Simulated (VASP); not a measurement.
CdTe:

```xyz
2
Lattice="0.0000 3.2478 3.2478 3.2478 0.0000 3.2478 3.2478 3.2478 0.0000" Properties=species:S:1:pos:R:3 pbc="T T T"
Cd    0.0000    0.0000    0.0000
Te    1.6239    1.6239    1.6239
```

Base run:

* Program: VASP 6.6.1
* Functional: HSE06
* Potentials or basis: VASP PAW PBE potentials, release 64 (Cd, Te)
* Cutoff: 520 eV
* k mesh: 6 × 6 × 6
* Occupations: gaussian, width 0.03 eV
* Spin: no spin polarisation

Its results: band gap on the k mesh 1.54 eV, direct; pressure 1.3 GPa.

Q: The run is repeated on the same cell with these changes: functional from HSE06 to PBE0. What comes out?

A: Band gap on the k mesh 2.12 eV, direct; pressure 1.2 GPa.

Caveats: the PAW data sets were made with another functional, which shifts forces and pressure a little; spin-orbit coupling is left out, which moves the levels of the heavy elements.
